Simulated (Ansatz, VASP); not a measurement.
**Cross-check of Si (linear Si chain) between VASP and Ansatz**

One calculation is typed for both programs; each brings its own data sets. How far apart do they land? The structure shown is the end of the Ansatz relaxation below. Other levels of theory on this material are compared in a session of their own.

Calculated with Ansatz 0.2.0; plane waves, with VASP 6.6.1 beside it; single point at r2SCAN.

## (1) Starting point

The cell holds 1 atom: 1 Si. Cell: a = 7.500 Å, b = 7.500 Å, c = 2.171 Å, α = 90.0°, β = 90.0°, γ = 90.0°. Vacuum lies along a and b. The structure's axis is c.

## (2) Ansatz: relaxation, r2SCAN

Ansatz runs on its default PAW (the set named soft_2) files.

This run makes the geometry at which the two programs are then compared.

File input.yaml:

```yaml
crystal:
  lattice:
    - [7.5, 0.0, 0.0]
    - [0.0, 7.5, 0.0]
    - [0.0, 0.0, 2.0646]
  atoms:
    - { symbol: Si, position: [0.5, 0.5, 0.0], spin: 0.3 }
magnetization:
  spin_polarized: true
kpoints:
  mp_grid: { grid: [1, 1, 39] }
scf:
  occupations: { method: fermi_dirac, width: 0.05 }
hamiltonian:
  xc: r2scan
relax:
  cell: { fix: [a, b, alpha, beta, gamma] }
  max_steps: 60
```

Command:

```bash
$ ansatz run input.yaml --threads 4 --pin off --max-ram 8192MiB --backend cpu --events-out ev --progress --plain --runs-dir out
```

Numbers of over 12 decimals in the logs are rounded to 6 here.

Output:

```text
Engine: ansatz 0.2.0, aarch64-unknown-linux-gnu
Pseudopotentials: kind: paw
Pseudopotential: Si, paw, valence charge 4, recommended cutoff 500 eV (meta_gga), Si.paw.azcp
Functional definition: r2SCAN
  parameter k0 = 0.174
  parameter k1 = 0.065
  parameter a1 = 4.9479
  exchange = r2scan_x(k0 = k0, k1 = k1, a1 = a1)
  correlation = r2scan_c
Crystal: 1 atoms, lattice volume = 116.134 Å³
Basis set: ecut = 500 eV, 2983 PW (Γ), exchange–correlation on 240×240×64 points (64 copies of the dense FFT grid, shifted against one another)
Bands: 7, of which v1, the nominal top of the filled ones, is band 2 counted from 1 (1 counted from 0)
Symmetry: 16 space group operations
Space group: P4/mmm (ITA 123), of the structure as read, at distance tolerance 4.9e-5 Å
Magnetic group: BNS 123.339 (UNI 999), of the structure as read, at distance tolerance 4.9e-5 Å
k-points: 20 of 39
Non-local potential: Si, projectors of the file, l = 0: 2, l = 1: 2, l = 2: 2
PAW form: soft (Blöchl's): semilocal exchange-correlation on the pseudo side does not see the compensation charge
PAW frozen core: Si, regenerated for the run's functional (the file was generated under x = pbe(κ = 0.804, μ = 0.219515), c = pbe(β = 0.066725))
PAW one-centre angular grid: Si, 302 points (default); XC on 160 Gauss nodes
Initial density: superposition of atomic densities (neutral atoms: chi_scale 0, normalization atom)
Starting moments: Σ|m| = 0.3 μB on 1 of 1 site
Initial wavefunctions: pseudopotential atomic-orbital guess
Functional: x = r2scan, c = r2scan; τ floored in thin density (d = 2e-4 eV/Å³)
SCF iter   1: F=—  HF=-636.903126 eV  |F-HF|=—  |Δ(HF+E_count)|=         —  Δρ=1.06e-2 (↑8.45e-3 ↓1.06e-2)  dr2=4.65e-1  dr2_τ=2.18e-3  dr2_m=4.71e-3  M=0.118 μB ∫|m|=0.119 μB  β_m=0.30  ethr=3.10e-3  ⟨swp⟩=6.5  Hψ=3096  notcnv=0
preconditioner: auto → LDOS  [metal: Δε(μ)=0.079 eV  Ē_g=9.228 eV  σ=0.050 eV  W_gap=0.37  n_scr=8 (ndim 8)  ℏωp=5.8 eV  f_vac=0.509  D(μ)=1.01/eV (n_scr^D=8)]
spin=Collinear: LDOS preconditioning applied to the charge; magnetization (m = ρ↑ − ρ↓) channel mixes plain (no charge-response kernel on spin).
SCF iter   2: F=—  HF=-636.855565 eV  |F-HF|=—  |Δ(HF+E_count)|=   4.76e-2  Δρ=7.90e-3 (↑6.34e-3 ↓7.90e-3)  dr2=2.54e-1  dr2_τ=8.86e-5  dr2_m=3.29e-3  M=0.088 μB ∫|m|=0.088 μB  β_m=0.30  ethr=3.10e-3  ⟨swp⟩=2.0  Hψ=773  notcnv=0  defer=21  κ⁻¹=1.0e0(r=1)
preconditioner: auto → none  [insulator: Δε(μ)=0.139 eV  Ē_g=9.536 eV  σ=0.050 eV  W_gap=0.60  n_scr=8 (ndim 8)  ℏωp=5.9 eV  f_vac=0.526  D(μ)=0.78/eV (n_scr^D=4)  ε∞_Penn≈1.4]
SCF iter   3: F=—  HF=-636.785252 eV  |F-HF|=—  |Δ(HF+E_count)|=   7.03e-2  Δρ=2.79e-3 (↑2.79e-3 ↓2.43e-3)  dr2=7.47e-3  dr2_τ=1.53e-4  dr2_m=2.29e-3  M=0.062 μB ∫|m|=0.063 μB  β_m=0.30  ethr=3.10e-3  ⟨swp⟩=3.0  Hψ=545  notcnv=0  defer=21  κ⁻¹=4.2e-4(r=2)
SCF iter   4: F=—  HF=-636.809550 eV  |F-HF|=—  |Δ(HF+E_count)|=   2.43e-2  Δρ=1.67e-3 (↑1.10e-3 ↓1.67e-3)  dr2=4.23e-3  dr2_τ=5.55e-6  dr2_m=1.23e-3  M=0.056 μB ∫|m|=0.057 μB  β_m=0.30  ethr=1.87e-4  ⟨swp⟩=2.8  Hψ=618  notcnv=0  defer=21  κ⁻¹=2.2e-4(r=3)
SCF iter   5: F=—  HF=-636.810916 eV  |F-HF|=—  |Δ(HF+E_count)|=   1.37e-3  Δρ=8.15e-4 (↑8.15e-4 ↓7.97e-4)  dr2=1.07e-5  dr2_τ=1.15e-6  dr2_m=6.87e-4  M=0.051 μB ∫|m|=0.053 μB  β_m=0.30  ethr=1.06e-4  ⟨swp⟩=3.1  Hψ=521  notcnv=0  defer=21  κ⁻¹=4.3e-6(r=4)
SCF iter   6: F=—  HF=-636.811801 eV  |F-HF|=—  |Δ(HF+E_count)|=   8.85e-4  Δρ=6.06e-4 (↑6.06e-4 ↓5.92e-4)  dr2=1.46e-6  dr2_τ=4.13e-7  dr2_m=3.82e-4  M=0.048 μB ∫|m|=0.050 μB  β_m=0.30  ethr=2.67e-7  ⟨swp⟩=2.0  Hψ=488  notcnv=0  defer=21  κ⁻¹=3.4e-7(r=5)
SCF iter   7: F=—  HF=-636.812282 eV  |F-HF|=—  |Δ(HF+E_count)|=   4.81e-4  Δρ=4.52e-4 (↑4.52e-4 ↓4.51e-4)  dr2=3.34e-7  dr2_τ=2.51e-7  dr2_m=2.17e-4  M=0.046 μB ∫|m|=0.047 μB  β_m=0.65  ethr=3.64e-8  ⟨swp⟩=2.5  Hψ=383  notcnv=0  defer=21
Mixer restart at iter 7: flushing history
spin-set hold released at iteration 7 (site moments contracting): the magnetisation degrees of freedom join the quasi-Newton model from the next iteration; the mixer history was flushed
SCF iter   8: F=—  HF=-636.812797 eV  |F-HF|=—  |Δ(HF+E_count)|=   5.14e-4  Δρ=2.34e-4 (↑2.34e-4 ↓2.24e-4)  dr2=9.63e-7  dr2_τ=1.87e-7  dr2_m=5.56e-5  M=0.040 μB ∫|m|=0.041 μB  β_m=1.20  ethr=2.50e-9  ⟨swp⟩=6.2  Hψ=823  notcnv=0  κ⁻¹=1.0e0(r=1)
SCF iter   9: F=—  HF=-636.813046 eV  |F-HF|=—  |Δ(HF+E_count)|=   2.50e-4  Δρ=8.58e-5 (↑8.58e-5 ↓5.87e-5)  dr2=1.95e-6  dr2_τ=5.86e-8  dr2_m=5.34e-6  M=0.029 μB ∫|m|=0.031 μB  β_m=1.20  ethr=8.34e-9  ⟨swp⟩=3.9  Hψ=489  notcnv=0  defer=21  κ⁻¹=4.2e-3(r=2)
SCF iter  10: F=—  HF=-636.813129 eV  |F-HF|=—  |Δ(HF+E_count)|=   8.24e-5  Δρ=2.68e-5 (↑2.68e-5 ↓1.04e-5)  dr2=6.35e-7  dr2_τ=2.94e-9  dr2_m=2.67e-7  M=0.014 μB ∫|m|=0.015 μB  β_m=1.20  ethr=8.34e-9  ⟨swp⟩=4.0  Hψ=506  notcnv=0  defer=21  κ⁻¹=1.4e-3(r=3)
[...]
SCF iter   7: F=—  HF=-636.832290 eV  |F-HF|=—  |Δ(HF+E_count)|=   4.41e-9  Δρ=6.58e-7 (↑6.10e-7 ↓6.58e-7)  dr2=1.28e-9  dr2_τ=6.49e-12  dr2_m=4.29e-11  M=0.000 μB ∫|m|=0.000 μB  β_m=1.20  ethr=6.33e-11  ⟨swp⟩=3.0  Hψ=568  notcnv=0  κ⁻¹=1.2e-7(r=6)
SCF iter   8: F=-636.832290 eV  HF=-636.832290 eV  |F-HF|=9.02e-11  |Δ(HF+E_count)|=   4.18e-9  Δρ=8.39e-8 (↑8.39e-8 ↓7.17e-8)  dr2=1.29e-11  dr2_τ=9.82e-14  dr2_m=3.22e-12  M=-0.000 μB ∫|m|=0.000 μB  ethr=3.20e-11  ⟨swp⟩=3.0  Hψ=566  notcnv=0
the starting moments were not kept: the SCF closed with an absolute magnetisation of 7.0e-6 μB, where they sum to 0.3 μB in size (1 site). That is at most 0.1 of that sum. Measured as dr2_m measures the in/out step, that magnetisation stands 7.5e-12 eV from none, at or under the dr2_threshold of 1.0e-7 eV: it is no larger than a step whose dr2_m would equal this threshold.
SCF 8 converged in 8 iterations: F = -636.832290 eV  dr2 = 1.29e-11
relax step   8: F+E_penalty+E_count = -636.83228963 eV  Δ(F+E_penalty+E_count) = -2.501e-4 eV  max|allowed force component| = 0.000e0 eV/Å  Δτ_max = 0.0000 Å  P = +0.228 GPa  Ω = 121.592 Å³  energy of the carried Pulay correction = -3.845e-5 eV  fix = [a, b, alpha, beta, gamma]  reactions: a +0.140, b +0.140 GPa  (8 SCF iters, dr2 threshold 1.00e-7 eV, accepted)
[...]
relax step   9: F+E_penalty+E_count = -636.83303748 eV  Δ(F+E_penalty+E_count) = -7.479e-4 eV  max|allowed force component| = 0.000e0 eV/Å  Δτ_max = 0.0000 Å  P = +0.106 GPa  Ω = 122.116 Å³  energy of the carried Pulay correction = -4.201e-5 eV  fix = [a, b, alpha, beta, gamma]  reactions: a +0.141, b +0.141 GPa  (7 SCF iters, dr2 threshold 1.00e-7 eV, accepted)
[...]
relax step  10: F+E_penalty+E_count = -636.83306640 eV  Δ(F+E_penalty+E_count) = -2.891e-5 eV  max|allowed force component| = 0.000e0 eV/Å  Δτ_max = 0.0000 Å  P = +0.105 GPa  Ω = 122.116 Å³  fix = [a, b, alpha, beta, gamma]  reactions: a +0.140, b +0.140 GPa  stress off target by 3.51e-2 GPa on what of the cell is left free  SCF on the basis re-selected at this cell (its energy is not comparable with the rows above)  (4 SCF iters)
basis re-selected at this cell: Δ(F+E_penalty+E_count) = -2.891e-5 eV, ΔP = -0.000 GPa vs the last step (what re-selecting the basis moved, of the pressure what is left beyond the Pulay correction that the steps carried, after the strain that the cell walked since its last selection, with what the two solves' SCF thresholds leave and, on support functions, any second-order correction that the steps lacked; it is no measure of the basis error at this ecutwfc). This SCF's stress stands 3.51e-2 GPa from its target on what of the cell is left free (relax.cell.stress_tol is 5.00e-2 GPa) and its largest allowed force component is 0.00e0 eV/Å (relax.f_tol is 1.00e-2 eV/Å): [rest of the remark cut]
SCF converged after 4 iterations
Stability not checked: this state was not tested for a lower state beside it, because the mixer in use, unlike msr1, does not test its closes by its own steps (another_mixer; see scf.mixing.algorithm and scf.lower_state_search)
Magnetization: 0.0000 μB (2.0000 up, 2.0000 down)
Absolute magnetization: 0.0000 μB (∫|ρ↑−ρ↓|, with the PAW one-centre terms)
Spin contamination: 0.0000 ħ² per cell (⟨S²⟩ above its minimum at these occupations)
Per-site moments (μB) at R_I (Å): [(1.0104790745503548e-8, 0.895516)]
Free energy (F): -636.833066 eV
Harris-Foulkes:  -636.833066 eV  (|F-HF|=6.03e-11)
Internal energy: -636.826675 eV  (E = F + TS)
E sigma→0 (E₀):  -636.829871 eV
Entropy (-TS):   -0.006391 eV (-6.391 meV/atom)
Fermi energy:    -3.330568 eV
--- Per-component energies (eV) ---
  E_band       = -30.683979
  E_kinetic    = 37.403397
  E_local      = -176.091853  (includes V_loc(G=0)·N_el)
  E_nonlocal   = 25.431997
  E_hartree    = 64.719934
  E_xc         = -49.213380
  E_vxc        = -47.064881  (∫ρ·V_xc dr)
  E_paw        = -519.183877  (= ΣΔE_a)
  E_vpaw       = -2.144071  (= ΣTr[D̂ρ^β])
  E_aug_tail   = 0.000005  (compensation charges beyond the density's cutoff)
  E_vtau       = 2.341556  (kinetic-family band-sum trace: ∫τ·v_τ [+ j·A + Jᵃ·Aᵃ] dr)
  E_ewald      = -19.816465
  E_core_change = -0.076433  (= ΣΔE_core)
  E_smearing   = -0.006391  (= −TS)
  E_closure    = 0.000000  (closes the sum)
  Σ components = -636.833066   (vs F -636.833066, Δ=0.00e0)
--- Forces (eV/Å), atoms counted from 1 ---
  atom   1  Si     0.00000000     0.00000000     0.00000000
  max |Σ_I F_I| component: 5.92e-31 eV/Å
--- Stress (GPa, compression-positive) ---
        0.140296       0.000000       0.000000
        0.000000       0.140296       0.000000
        0.000000       0.000000       0.035105
  P = ⅓ Tr σ = 0.1052 GPa (1.052 kbar)
--- Relaxed structure (9 steps of the walk, 8 accepted, 1 SCFs on fresh bases) ---
  F+E_penalty+E_count = -636.83306640 eV   max|allowed force component| = 0.000e0 eV/Å   (the final SCF, on the basis selected at the relaxed cell)
  cell:  # Å, volume = 122.1159 Å³
    - [7.5, 0.0, 0.0]
    - [0.0, 7.5, 0.0]
    - [0.0, 0.0, 2.170949]
  atoms:
    - { symbol: Si, position: [0.5, 0.5, 0.0] }
```

In the SCF lines HF is the Harris–Foulkes energy and dr2 the Hartree energy of the density residual, in eV; the loop may stop once dr2 is under the threshold and the program's other checks hold. Hψ counts applications of the Hamiltonian.

## (3) VASP: single point, r2SCAN

The same cell, functional, mesh and smearing now go to VASP, with its own data sets.

Lines of VASP's logs that name or quote its potential files are left out, and so is its time.

File INCAR:

```
SYSTEM = Si
PREC = Accurate
ENCUT = 550
EDIFF = 1E-06
NELM = 200
ISMEAR = -1
SIGMA = 0.05
LREAL = .FALSE.
ALGO = Normal
METAGGA = R2SCAN
LASPH = .TRUE.
NBANDS = 8
ISPIN = 2
MAGMOM = 0
LORBIT = 11
LWAVE = .FALSE.
LCHARG = .FALSE.
ISIF = 2
GGA_COMPAT = .FALSE.
LMIXTAU = .TRUE.
```

File POSCAR:

```
Si
1.0
    7.5000000000      0.0000000000      0.0000000000
    0.0000000000      7.5000000000      0.0000000000
    0.0000000000      0.0000000000      2.1709486040
Si
1
Direct
    0.5000000000      0.5000000000      0.0000000000
```

File KPOINTS:

```
Automatic mesh
0
Gamma
1 1 39
0 0 0
```

Potentials, in the order of the species: Si (PBE family, release 64).

Command:

```bash
$ mpirun -np 1 vasp_std
```

Output:

```text
[banner, memory and clock lines left out]
running    1 mpi-ranks, on    1 nodes
 distrk:  each k-point on    1 cores,    1 groups
 distr:  one band on    1 cores,    1 groups

 POSCAR found type information on POSCAR Si
 POSCAR found :  1 types and       1 ions
|                                                                             |
|               ----> ADVICE to this user running VASP <----                  |
|                                                                             |
|     You enforced a specific xc type in the INCAR file but a different       |
|     [... a line on the potential file left out ...]
|     I HOPE YOU KNOW WHAT YOU ARE DOING!                                     |
|                                                                             |

 LDA part: xc-table for (None), standard interpolation
 POSCAR, INCAR and KPOINTS ok, starting setup
 FFT: planning ... GRIDC
 FFT: planning ... GRID_SOFT
 FFT: planning ... GRID
 WAVECAR not read
 entering main loop
       N       E                     dE             d eps       ncg     rms          rms(c)
DAV:   1     0.607633901022E+01    0.60763E+01   -0.14043E+03   640   0.332E+02
DAV:   2    -0.686738130790E+01   -0.12944E+02   -0.11205E+02   848   0.405E+01
DAV:   3    -0.725925567844E+01   -0.39187E+00   -0.38202E+00   880   0.962E+00
DAV:   4    -0.726199249063E+01   -0.27368E-02   -0.27368E-02   944   0.967E-01
DAV:   5    -0.726201091463E+01   -0.18424E-04   -0.18424E-04   960   0.696E-02    0.352E+00
DAV:   6    -0.689790652084E+01    0.36410E+00   -0.10021E-01   728   0.138E+00    0.230E+00
DAV:   7    -0.622662143661E+01    0.67129E+00   -0.84425E-02   736   0.159E+00    0.235E-01
DAV:   8    -0.647884918855E+01   -0.25223E+00   -0.86941E-02   656   0.163E+00    0.237E-01
DAV:   9    -0.679396231465E+01   -0.31511E+00   -0.79220E-02   640   0.920E-01    0.153E-01
DAV:  10    -0.659328876654E+01    0.20067E+00   -0.41261E-02   656   0.788E-01    0.699E-02
DAV:  11    -0.662764133619E+01   -0.34353E-01   -0.18823E-02   640   0.760E-01    0.947E-02
DAV:  12    -0.653404075389E+01    0.93601E-01   -0.18266E-02   640   0.556E-01    0.208E-02
DAV:  13    -0.652220912573E+01    0.11832E-01   -0.23106E-03   672   0.245E-01    0.358E-02
DAV:  14    -0.654014782123E+01   -0.17939E-01   -0.67432E-03   656   0.421E-01    0.424E-02
[...]
DAV:  18    -0.653751874757E+01   -0.31313E-03   -0.23247E-04   640   0.141E-01    0.583E-03
DAV:  19    -0.653708385499E+01    0.43489E-03   -0.29454E-04   656   0.145E-01    0.392E-03
DAV:  20    -0.653772379916E+01   -0.63994E-03   -0.26071E-04   640   0.925E-02    0.305E-03
DAV:  21    -0.653768239037E+01    0.41409E-04   -0.70820E-06   656   0.235E-02    0.141E-03
DAV:  22    -0.653771411456E+01   -0.31724E-04   -0.44810E-06   640   0.167E-02    0.983E-04
DAV:  23    -0.653772427534E+01   -0.10161E-04   -0.57588E-06   640   0.245E-02    0.578E-04
DAV:  24    -0.653772829133E+01   -0.40160E-05   -0.95221E-07   704   0.706E-03    0.402E-04
DAV:  25    -0.653772844688E+01   -0.15554E-06   -0.10697E-07   720   0.221E-03
   1 F= -.65377284E+01 E0= -.65345242E+01  d E =-.640843E-02  mag=    -0.0000
```

Parts of OUTCAR (step 3):

```text
ion  position               nearest neighbor table
   1  0.500  0.500  0.000-

  LATTYP: Found a simple tetragonal cell.
 ALAT       =     7.5000000000
 C/A-ratio  =     0.2894598139

 Subroutine GETGRP returns: Found 16 space group operations
 (whereof 16 operations were pure point group operations)

The static configuration has the point symmetry D_4h.

 Found     20 irreducible k-points:

   k-points           NKPTS =     20   k-points in BZ     NKDIM =     20   number of bands    NBANDS=      8

   dimension x,y,z NGX =    60 NGY =   60 NGZ =   18
   dimension x,y,z NGXF=   120 NGYF=  120 NGZF=   36

   ENCUT  =  550.0 eV  40.42 Ry    6.36 a.u.  14.34 14.34  4.15*2*pi/ulx,y,z

   NELECT =       4.0000    total number of electrons

 k-points in reciprocal lattice and weights: Automatic mesh
   0.00000000  0.00000000  0.00000000       0.026
   0.00000000  0.00000000  0.02564103       0.051
   0.00000000  0.00000000  0.05128205       0.051
   0.00000000  0.00000000  0.07692308       0.051
   0.00000000  0.00000000  0.10256410       0.051
   0.00000000  0.00000000  0.12820513       0.051
   0.00000000  0.00000000  0.15384615       0.051
   0.00000000  0.00000000  0.17948718       0.051
   0.00000000  0.00000000  0.20512821       0.051
[...]
0.00000000  0.00000000  0.46153846       0.051
   0.00000000  0.00000000  0.48717949       0.051

 average (electrostatic) potential at core
       1 -95.7749

 E-fermi :  -3.4007

 spin component 1
 k-point     1 :       0.0000    0.0000    0.0000
  band No.  band energies     occupation
      1     -13.5188      1.00000
      2      -5.0257      1.00000
      3      -5.0257      1.00000
      4       0.6838      0.00000
      5       2.1729      0.00000
      6       3.0870      0.00000
      7       4.2492      0.00000
      8       4.2492      0.00000

 k-point     2 :       0.0000    0.0000    0.0256
  band No.  band energies     occupation
      1     -13.4979      1.00000
      2      -5.0049      1.00000
      3      -5.0049      1.00000
      4       0.7037      0.00000
      5       2.1948      0.00000
      6       3.1093      0.00000
      7       4.2703      0.00000
      8       4.2703      0.00000

 k-point     3 :       0.0000    0.0000    0.0513
  band No.  band energies     occupation
      1     -13.4351      1.00000
      2      -4.9427      1.00000
      3      -4.9427      1.00000
      4       0.7632      0.00000
      5       2.2605      0.00000
      6       3.1760      0.00000
      7       4.3337      0.00000
      8       4.3337      0.00000

 k-point     4 :       0.0000    0.0000    0.0769
  band No.  band energies     occupation
      1     -13.3305      1.00000
      2      -4.8389      1.00000
      3      -4.8389      1.00000
      4       0.8615      0.00000
      5       2.3700      0.00000
      6       3.2873      0.00000
      7       4.4393      0.00000
      8       4.4393      0.00000

 k-point     5 :       0.0000    0.0000    0.1026
  band No.  band energies     occupation
      1     -13.1844      1.00000
      2      -4.6937      1.00000
      3      -4.6937      1.00000
      4       0.9973      0.00000
      5       2.5233      0.00000
      6       3.4430      0.00000
      7       4.5129      0.00000
      8       4.5871      0.00000

 k-point     6 :       0.0000    0.0000    0.1282
  band No.  band energies     occupation
      1     -12.9971      1.00000
      2      -4.5071      1.00000
      3      -4.5071      1.00000
      4       1.1679      0.00000
      5       2.7203      0.00000
      6       3.6430      0.00000
      7       4.6025      0.00000
      8       4.7772      0.00000

  Total        0.1076042      0.1076042     -0.0369936     -0.0000000     -0.0000000      0.0000000
  in kB        1.4117827      1.4117827     -0.4853619     -0.0000000     -0.0000000      0.0000000
  external PRESSURE =       0.7794012 kB  Pullay stress =       0.0000000 kB

  energy-cutoff  :      550.00
  volume of cell :      122.12
      direct lattice vectors                 reciprocal lattice vectors
     7.500000000  0.000000000  0.000000000     0.133333333  0.000000000  0.000000000
     0.000000000  7.500000000  0.000000000     0.000000000  0.133333333  0.000000000
     0.000000000  0.000000000  2.170948604     0.000000000  0.000000000  0.460628132

 POSITION                                       TOTAL-FORCE (eV/Angst)
 -----------------------------------------------------------------------------------
      3.75000      3.75000      0.00000         0.000000      0.000000      0.000000
 -----------------------------------------------------------------------------------
    total drift:                                0.000000      0.000000      0.000000

  FREE ENERGIE OF THE ION-ELECTRON SYSTEM (eV)
  ---------------------------------------------------
  free  energy   TOTEN  =        -6.5377284469 eV

  energy  without entropy=       -6.5313200156  energy(sigma->0) =       -6.53452423

 total charge
# of ion       s       p       d       tot
------------------------------------------
    1        0.813   0.849   0.000   1.663

 magnetization (x)
# of ion       s       p       d       tot
------------------------------------------
    1       -0.000  -0.000   0.000  -0.000

[... 5 further parts left out ...]
```

## (4) Differences

Known differences besides the potentials themselves: VASP keeps PBE cores, Ansatz makes them for the functional; the cutoff is 500 eV in Ansatz and 550 eV in VASP; Ansatz's pressure holds a Pulay correction, VASP's none. Total energies have different zeros and are not compared.

Both answers:

```csv
quantity,Ansatz,VASP,difference
pressure (GPa),0.11,0.08,+0.03
```

## (5) Summary of results

| Item | Value |
| --- | --- |
| difference in pressure (single point, r2SCAN) | 0.027 GPa |

The difference in pressure is 0.027 GPa (single point, r2SCAN), within the 1 GPa picked in this series as the mark of a large difference. 4 further runs of this series are not shown here. How closely two codes agree says nothing of how well the functional describes the real material.

[Lines on the potential files, build, host, timing and source positions are cut from VASP's logs without a mark.]

[Logs are printed without paths, hosts, clocks, repeated set-up lines and the standing remarks that a program may print on its own settings, such as how far it seeks lower states.]

[Hosts, paths, dates, database ids (printed as entryN), source tags and the programs' standing remarks are cut or masked in the printed files.]
